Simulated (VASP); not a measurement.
# Si (Pm-3n) in VASP: further runs, part 2 of 2

VASP 6.6.1.

## Step 3: Single point, PBEsol

INCAR

```
SYSTEM = Si
PREC = Accurate ; ENCUT = 520
EDIFF = 1E-6 ; ISMEAR = -1
SIGMA = 0.1 ; LREAL = .False.
LASPH = .True. ; NELM = 100
ALGO = Fast ; ISIF = 2
LWAVE = .False. ; LCHARG = .True.
GGA = PS ; LELF = .True.
LVHAR = .True. ; NBANDS = 26
```

KPOINTS

```
regular mesh
0
Gamma
  5 5 5
  0 0 0
```

POSCAR

```
Si
1.0
    4.8677261062      0.0000000000      0.0000000000
    0.0000000000      4.8677261062      0.0000000000
    0.0000000000      0.0000000000      4.8677261062
Si
8
Direct
    0.0000000000      0.0000000000      1.0000000000
    0.5000000000      0.5000000000      0.5000000000
    0.2500000000      1.0000000000      0.5000000000
    0.7500000000      1.0000000000      0.5000000000
    0.5000000000      0.2500000000      1.0000000000
    0.5000000000      0.7500000000      1.0000000000
    1.0000000000      0.5000000000      0.2500000000
    1.0000000000      0.5000000000      0.7500000000
```

Potentials or basis: VASP PAW PBE potentials, release 64 (Si).

The run is started by

```sh
$ cat potpaw_PBE.64/Si/POTCAR > POTCAR
$ mpirun -np 1 vasp_std > vasp.out
```

OUTCAR:

```text
SYSTEM = Si
   PREC = Accurate
   ENCUT = 520
   EDIFF = 1E-6
   ISMEAR = -1
   LREAL = .False.
   LASPH = .True.
   NELM = 100
   ISIF = 2
   GGA = PS

 ion  position               nearest neighbor table
   1  0.000  0.000  0.000-   3 2.72   4 2.72   5 2.72   6 2.72   7 2.72   8 2.72   3 2.72   4 2.72
                             7 2.72   8 2.72   5 2.72   6 2.72
   2  0.500  0.500  0.500-   3 2.72   4 2.72   5 2.72   6 2.72   7 2.72   8 2.72   5 2.72   6 2.72
                             3 2.72   4 2.72   7 2.72   8 2.72
   3  0.250  0.000  0.500-   4 2.43   4 2.43   1 2.72   1 2.72   2 2.72   2 2.72   8 2.98   5 2.98
                             5 2.98   6 2.98   6 2.98   7 2.98   8 2.98   7 2.98
[... 498 lines left out ...]
  in kB        1.5912237      1.5912237      1.5912237      0.0000000     -0.0000000      0.0000000
  external PRESSURE =       1.5912237 kB  Pullay stress =       0.0000000 kB

 VOLUME and BASIS-vectors are now :
 -----------------------------------------------------------------------------
  energy-cutoff  :      520.00
  volume of cell :      115.34
      direct lattice vectors                 reciprocal lattice vectors
     4.867726106  0.000000000  0.000000000     0.205434730  0.000000000  0.000000000
     0.000000000  4.867726106  0.000000000     0.000000000  0.205434730  0.000000000
     0.000000000  0.000000000  4.867726106     0.000000000  0.000000000  0.205434730

 POSITION                                       TOTAL-FORCE (eV/Angst)
 -----------------------------------------------------------------------------------
      0.00000      0.00000      0.00000         0.000000      0.000000     -0.000000
      2.43386      2.43386      2.43386         0.000000      0.000000     -0.000000
      1.21693      0.00000      2.43386         0.000000     -0.000000     -0.000000
      3.65079      0.00000      2.43386        -0.000000     -0.000000      0.000000
      2.43386      1.21693      0.00000        -0.000000     -0.000000      0.000000
      2.43386      3.65079      0.00000        -0.000000      0.000000     -0.000000
      0.00000      2.43386      1.21693         0.000000     -0.000000     -0.000000
      0.00000      2.43386      3.65079         0.000000      0.000000      0.000000
 -----------------------------------------------------------------------------------
    total drift:                               -0.000000     -0.000000     -0.000000

  FREE ENERGIE OF THE ION-ELECTRON SYSTEM (eV)
  ---------------------------------------------------
  free  energy   TOTEN  =       -42.3771433523 eV

  energy  without entropy=      -42.2496726522  energy(sigma->0) =      -42.31340800
```

stdout:

```text
POSCAR found type information on POSCAR Si
 POSCAR found :  1 types and       8 ions
 scaLAPACK will be used
 -----------------------------------------------------------------------------
|                                                                             |
|                                                                             |
|     You enforced a specific xc type in the INCAR file but a different       |
|     I HOPE YOU KNOW WHAT YOU ARE DOING!                                     |
|                                                                             |
 -----------------------------------------------------------------------------

 LDA part: xc-table for (Slater+PW92), standard interpolation
 POSCAR, INCAR and KPOINTS ok, starting setup
 FFT: planning ... GRIDC
 FFT: planning ... GRID_SOFT
 FFT: planning ... GRID
 WAVECAR not read
 entering main loop
```

Wall time 18 s (1 thread of Intel Xeon Platinum 8488C (Sapphire Rapids), shared host); peak memory 0.19 GiB.

Results:

* Free energy: -42.3771 eV
* Pressure: 0.2 GPa
* Band gap on the k mesh: none (metal or under the smearing width)

Caveat: the PAW data sets were made with another functional, which shifts forces and pressure a little.

## Step 4: Relaxation of cell and atoms, PBEsol

This run uses another cell than the first one, of 15.02 Å³/atom, 1.041 times its volume.

INCAR

```
SYSTEM = Si
PREC = Accurate
ENCUT = 600
EDIFF = 1E-7
ISMEAR = -1
SIGMA = 0.1
LREAL = .FALSE.
LASPH = .TRUE.
NELM = 60
ALGO = Fast
ISIF = 3
LWAVE = .FALSE.
LCHARG = .FALSE.
GGA = PS
IBRION = 2
NSW = 80
EDIFFG = -0.01
```

KPOINTS

```
regular mesh
0
G
  5 5 5
  0 0 0
```

POSCAR

```
Si
1.0
    4.9341184017      0.0000000000      0.0000000000
    0.0000000000      4.9341184017      0.0000000000
    0.0000000000      0.0000000000      4.9341184017
Si
8
Direct
    0.0000000000      0.0000000000      0.0000000000
    0.5000000000      0.5000000000      0.5000000000
    0.2500000000      0.0000000000      0.5000000000
    0.7500000000      0.0000000000      0.5000000000
    0.5000000000      0.2500000000      0.0000000000
    0.5000000000      0.7500000000      0.0000000000
    0.0000000000      0.5000000000      0.2500000000
    0.0000000000      0.5000000000      0.7500000000
```

The run is started by

```sh
$ cat potpaw_PBE.64/Si/POTCAR > POTCAR
$ mpirun -np 1 vasp_std > vasp.out
```

Run time: 67 s. Hardware: 1 thread of Intel Xeon Platinum 8488C (Sapphire Rapids), shared host; peak memory 0.24 GiB.

It converged, with:

```
Free energy                            : -42.3772 eV
Relaxed volume                         : 14.44 Å³/atom
Relaxed cell                           : a = 4.871 Å, b = 4.871 Å, c = 4.871 Å, α = 90.00°, β = 90.00°, γ = 90.00°
Space group after relaxing (to 0.05 Å) : Pm-3n (No. 223)
Energy gained by relaxing              : 6.0 meV/atom
Ionic steps                            : 3
Pressure after relaxing                : 0.0 GPa
Band gap on the k mesh                 : none (metal or under the smearing width)
```

The path:
```tsv
step	energy change (eV)	largest force (eV/Å)	pressure (GPa)	volume (Å³)
1	0.0000	0.0000	-3.28	120.12
2	-0.0472	0.0000	0.55	114.86
3	-0.0483	0.0000	0.00	115.54
```

Final structure:
```xyz
8
Lattice="4.8706 0.0000 0.0000 0.0000 4.8706 0.0000 0.0000 0.0000 4.8706" Properties=species:S:1:pos:R:3 pbc="T T T"
Si    0.0000    0.0000    0.0000
Si    2.4353    2.4353    2.4353
Si    1.2176    0.0000    2.4353
Si    3.6529    0.0000    2.4353
Si    2.4353    1.2176    0.0000
Si    2.4353    3.6529    0.0000
Si    0.0000    2.4353    1.2176
Si    0.0000    2.4353    3.6529
```

Levels at points of the mesh, in eV from the Fermi level:
```tsv
k point	band 13	band 14	band 15	band 16	band 17	band 18	band 19	band 20
(0.00, 0.00, 0.00)	-2.72	-2.07	-2.07	-2.07	-1.55	-1.55	-1.55	1.09
```

Caveat: the PAW data sets were made with another functional, which shifts forces and pressure a little.

## Step 5: Overview

```tsv
task	cell	k mesh	cutoff (eV)	gap on the mesh (eV)	pressure (GPa)
single point	Pm-3n, 14.42 Å³/atom	7 × 7 × 7	520	none	0.3
single point	Pm-3n, 14.42 Å³/atom	5 × 5 × 5	520	none	0.2
relaxation of cell and atoms	relaxed	5 × 5 × 5	600	none	0.0
```

Alike in all rows: level PBEsol; potentials or basis VASP PAW PBE potentials, release 64 (Si); no spin polarisation; smearing fermi-dirac 0.1 eV.

Caveats: the PAW data sets were made with another functional, which shifts forces and pressure a little.

Total energies depend on the potentials used, so only differences within one code and one set of settings carry meaning.
